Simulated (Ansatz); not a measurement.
# Al under changes of volume

One of the cells (16.603 Å³/atom); the others are scaled copies at fixed shape and fractional positions:

```xyz
1
Lattice="0.0000 2.0248 2.0248 2.0248 0.0000 2.0248 2.0248 2.0248 0.0000" Properties=species:S:1:pos:R:3 pbc="T T T"
Al    0.0000    0.0000    0.0000
```

- Program: Ansatz 0.2.0
- Functional: rPW86-PBE
- Dispersion: rVV10
- Potentials or basis: Ansatz PAW
- Cutoff: 420 eV (not typed: the program's choice for these potentials)
- k mesh: 11 × 11 × 11
- Occupations: fermi-dirac, width 0.05 eV
- Spin: no spin polarisation

```tsv
volume (Å³/atom)	energy over the lowest point (meV/atom)	pressure (GPa)
15.607	?	?
15.939	2.46	2.1
16.271	0.00	0.3
16.603	0.97	-1.2
16.935	5.04	-2.6
17.267	11.81	-3.9
17.599	21.01	-5.0
```

Problem. What does the run at 15.607 Å³/atom give?

Solution. Energy over the lowest point 8.76 meV/atom; pressure 4.1 GPa.

Worked out: A Birch-Murnaghan fit of order 3 (a polynomial in V^(-2/3)) to the other rows has its minimum at 16.34 Å³/atom with B0 = V·E''(V) = 80 GPa and B' = 4.8. It gives 8.82 meV/atom at 15.607 Å³/atom, against the run's 8.76, and -dE/dV = 4.1 GPa, against 4.1.

Energies are extrapolated to zero smearing.

Caveats: the PAW data sets come from PBE, with cores solved anew for the run's functional, which leaves a small shift of forces and pressure.
